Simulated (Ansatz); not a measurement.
## SnO: strain and displacement

```xyz
4
Lattice="3.8020 0.0000 0.0000 0.0000 3.8020 0.0000 0.0000 0.0000 4.8360" Properties=species:S:1:pos:R:3 pbc="T T T"
Sn    0.0000    1.9010    1.1534
Sn    1.9010    0.0000    3.6826
O     0.0000    0.0000    0.0000
O     1.9010    1.9010    0.0000
```

Atom numbers follow the list: Sn1, Sn2, O3, O4.

The cell is COD entry 9008956, as deposited and not checked against the literature; nothing was relaxed.

No spin–orbit coupling, which matters for the heavy atoms here.

Computed with DFT, PBE, all-electron PAW with datasets made for the crystal, scalar-relativistic (Ansatz 0.2.0).

Numerical set-up: a Γ-centred 8×8×6 k mesh, Fermi–Dirac smearing of 0.01 eV, cutoff 360 eV (chosen by the program for this cell), no spin polarisation.

The unchanged cell is at 4.16 GPa.

In a metal, stresses and small energies carry noise from the k mesh.

x, y and z are the Cartesian axes of the cell as listed; fractional coordinates follow a strain, and an engineering shear is twice the off-diagonal strain component.

One change gave: energy change +10 meV/atom; stress change (xx, yy, zz, yz, xz, xy) 0.29, 0.29, 0.23, -1.60, -1.60, -2.44 GPa, compression positive; change of the force on Sn1 (-0.179, -0.179, 0.032) eV/Å. Which change was it?
A. equal xy, yz and zx engineering shear strains of +1 %
B. equal xy, yz and zx engineering shear strains of +3 %
C. equal xy, yz and zx engineering shear strains of +2 %
D. equal xy, yz and zx engineering shear strains of -3 %
E. equal xy, yz and zx engineering shear strains of -2 %
F. equal xy, yz and zx engineering shear strains of -1 %

B. For equal xy, yz and zx engineering shear strains of -3 %: energy change +10 meV/atom; stress change (xx, yy, zz, yz, xz, xy) 0.27, 0.27, 0.24, 1.71, 1.71, 2.55 GPa, compression positive; change of the force on Sn1 (0.186, 0.186, 0.039) eV/Å. For equal xy, yz and zx engineering shear strains of -1 %: energy change +1 meV/atom; stress change (xx, yy, zz, yz, xz, xy) 0.03, 0.03, 0.03, 0.56, 0.56, 0.84 GPa, compression positive; change of the force on Sn1 (0.061, 0.061, 0.005) eV/Å. For equal xy, yz and zx engineering shear strains of +2 %: energy change +4 meV/atom; stress change (xx, yy, zz, yz, xz, xy) 0.13, 0.13, 0.10, -1.08, -1.08, -1.64 GPa, compression positive; change of the force on Sn2 (0.120, 0.120, -0.015) eV/Å. For equal xy, yz and zx engineering shear strains of -2 %: energy change +4 meV/atom; stress change (xx, yy, zz, yz, xz, xy) 0.12, 0.12, 0.11, 1.12, 1.12, 1.69 GPa, compression positive; change of the force on Sn1 (0.123, 0.123, 0.018) eV/Å. For equal xy, yz and zx engineering shear strains of +1 %: energy change +1 meV/atom; stress change (xx, yy, zz, yz, xz, xy) 0.03, 0.03, 0.03, -0.55, -0.55, -0.83 GPa, compression positive; change of the force on Sn1 (-0.060, -0.060, 0.004) eV/Å.
